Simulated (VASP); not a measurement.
Input of a VASP 6.6.1 run:

File INCAR:

```
SYSTEM = EuS
PREC = Accurate
ENCUT = 520
EDIFF = 1E-6
ISMEAR = 0
SIGMA = 0.1
LREAL = .False.
LASPH = .True.
NELM = 150
ALGO = Fast
ISIF = 2
LWAVE = .False.
LCHARG = .False.
ISPIN = 2
MAGMOM = 7 0
LORBIT = 11
LMAXMIX = 6
GGA = PE
NBANDS = 22
```

KPOINTS

```
Automatic mesh
0
Gamma
  6 6 6
  0 0 0
```

POSCAR

```
EuS
1.0
    0.0000000000      2.9412300000      2.9412300000
    2.9412300000      0.0000000000      2.9412300000
    2.9412300000      2.9412300000      0.0000000000
Eu S
1 1
Direct
    0.0000000000      0.0000000000      0.0000000000
    0.5000000000      0.5000000000      0.5000000000
```

Potentials or basis: VASP PAW PBE potentials, release 64 (Eu, S).

Run with:

```sh
$ cat potpaw_PBE.64/Eu/POTCAR potpaw_PBE.64/S/POTCAR > POTCAR
$ mpirun -np 1 vasp_std > vasp.out
```

(1) Estimate the pressure.

(2) Predict the site moments.

Answers

(1) -1.3 GPa.

(2) Eu +6.58; S -0.07 μB.

Caveat: spin-orbit coupling is left out, which moves the levels of the heavy elements; a cell with one magnetic atom can't hold antiferromagnetic order, which such compounds often take; without U or exact exchange the open f shell lies at the Fermi level, which spoils levels, moments and volumes.

**The experiment to reproduce.**

“Crystal-field mediated electronic transitions of EuS up to 35 GPa”, 2022, pmc:8786971 reports, for a powder of EuS at 300 K: band gap 1.72 eV (optical).

A measured gap of EuS is 1.72 eV (optical; 300 K; powder; “Crystal-field mediated electronic transitions of EuS up to 35 GPa”, 2022, pmc:8786971); the calculated 0.00 eV misses it by -1.72 eV. So large a miss can be the level of theory's own, or it may mean another phase, state or a wrong row. Spin-orbit coupling on Eu is left out. The value is that of PBE on a finite k mesh, which can miss the band edges, without temperature or zero-point motion. Semilocal functionals fall short of measured gaps as a rule. The run's magnetic order (collinear spin, typed start) needn't be the measured crystal's. The cell is a database's relaxed one, not the measured one, which moves gaps too.
